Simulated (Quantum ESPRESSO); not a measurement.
BAs:

```
As B
1.0
     0.00000    2.38850    2.38850
     2.38850    0.00000    2.38850
     2.38850    2.38850    0.00000
As B
1 1
Direct
  0.75000 0.75000 0.75000
  0.00000 0.00000 0.00000
```

```yaml
Program: Quantum ESPRESSO 7.5
Task: phonons
Functional: PBE
Potentials_or_basis: SSSP 1.3 efficiency PBE
Cutoff: 748 eV
Density_cutoff: 5987 eV
k_mesh: 8 × 8 × 8, shifted
Occupations: fermi-dirac, width 0.05 eV
Spin: no spin polarisation
Mixing_beta: 0.5
Most_SCF_iterations: 120
SCF_threshold: 4e-10 Ry
```

The cell and the atoms were relaxed first, to 13.97 Å³/atom (a = 3.406 Å, b = 3.406 Å, c = 3.406 Å, α = 60.00°, β = 60.00°, γ = 60.00°), and the response was taken there.

The first run showed a gap, so the response started from a second, tighter run with fixed occupations.

Q: Which optical modes does the crystal have at the zone centre, and which show in infrared and Raman spectra?

A: The optical modes are T2. Infrared active: T2. Raman active: T2.

Optical modes at Γ, degenerate ones joined, polar ones without the macroscopic field:
```csv
cm⁻¹,components,symmetry,active in,"IR intensity, summed ((D/Å)²/amu)"
682,3,T2,IR and Raman,1.26
```

Zone-centre frequencies without and with the macroscopic field along z (cm⁻¹):
```
                optical modes in rising order
       without                    682 682 682
with the field                    682 682 684
```

Born effective charge tensors (e):
atom 1, As
```
0.41 0.00 0.00
0.00 0.41 0.00
0.00 0.00 0.41
```
atom 2, B
```
-0.42  0.00  0.00
 0.00 -0.42  0.00
 0.00  0.00 -0.42
```

Electronic dielectric tensor:
```
9.90 0.00 0.00
0.00 9.90 0.00
0.00 0.00 9.90
```

Static dielectric tensor, electrons and zone-centre modes:
```
9.97 0.00 0.00
0.00 9.97 0.00
0.00 0.00 9.97
```
